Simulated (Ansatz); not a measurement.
CsCl (CsCl type)

```yaml
crystal:
  lattice:
    - [8.41177, 0.00000, 0.00000]
    - [4.20589, 4.20589, 0.00000]
    - [0.00000, 0.00000, 4.20589]
  atoms:
    - { symbol: Cs, position: [0.00000, 0.00000, 0.00000] }
    - { symbol: Cs, position: [0.50000, 0.00000, 0.00000] }
    - { symbol: Cl, position: [0.00000, 0.50000, 0.50000] }
    - { symbol: Cl, position: [0.50000, 0.50000, 0.50000] }
```

A phonon eigenvector at M = (0.5, 0.5, 0.0) is frozen into this cell: atom i moves by Q times the vector below, so Q is the largest atomic displacement, in Å. The cell is held. (q is in reciprocal vectors of the primitive cell; the cell shown is doubled to hold the pattern.)

```
atom      x      y       z
----  -----  -----  ------
Cs1   0.000  0.000   1.000
Cs2   0.000  0.000  -1.000
```

Atoms not listed stay in place.

These are PBE (plane waves to 420 eV, PAW, scalar-relativistic; Ansatz, an electronic-structure program) values and carry that method's errors. k mesh 8×8×8 (Γ-centred), Fermi-Dirac smearing 0.05 eV. The energy includes the smearing's −TS. CsCl was relaxed with its symmetry unable to fall. The zero of ΔE is the undisplaced structure.

```
Q (Å)   ΔE (meV/cell)
------  -------------
-0.100            2.8
-0.067            1.2
-0.033            0.3
0.000             0.0
0.033             0.3
0.067             1.2
0.100             2.8
```

### Question
Which DFPT wavenumber at M = (0.5, 0.5, 0.0) belongs to this mode?
(A) 102 cm⁻¹
(B) 24 cm⁻¹
(C) 58 cm⁻¹

### Answer
B, 24 cm⁻¹. The curvature of the scan gives 24 cm⁻¹

(For displaced atoms, the force is minus the slope of the energy, and its curvature is a force constant, which sets phonon frequencies.)
